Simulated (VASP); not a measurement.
The system is TiO2.

```
Ti O
1.0
     4.59222    0.00000    0.00000
     0.00000    4.59222    0.00000
     0.00000    0.00000    2.94203
Ti O
2 4
Direct
  0.00000 0.00000 0.00000
  0.50000 0.50000 0.50000
  0.30430 0.30430 0.00000
  0.19570 0.80430 0.50000
  0.69570 0.69570 0.00000
  0.80430 0.19570 0.50000
```

Base run:

* Program: VASP 6.6.1
* Functional: r2SCAN
* Potentials or basis: VASP PAW PBE potentials, release 64 (Ti_sv, O)
* Cutoff: 520 eV
* k mesh: 6 × 6 × 10
* Occupations: gaussian, width 0.02 eV
* Spin: no spin polarisation

Its results: band gap on the k mesh 2.24 eV, direct; pressure 2.8 GPa; largest force 0.023 eV/Å.

Question: The run is repeated on the same cell with these changes: functional from r2SCAN to PBEsol; potentials or basis from VASP PAW PBE potentials, release 64 (Ti_sv, O) to VASP PAW PBE potentials, release 64 (Ti_sv, O_h); cutoff from 520 eV to 900 eV. What comes out?

Answer: Band gap on the k mesh 1.84 eV, direct; pressure -0.4 GPa; largest force 0.009 eV/Å.

Caveats: the PAW data sets were made with another functional, which shifts forces and pressure a little; the cutoff is under 1.25 times the usual one of these potentials, so pressure, stress and relaxed cells hold a basis-set (Pulay) error (some runs).

A k mesh can miss the band edges.
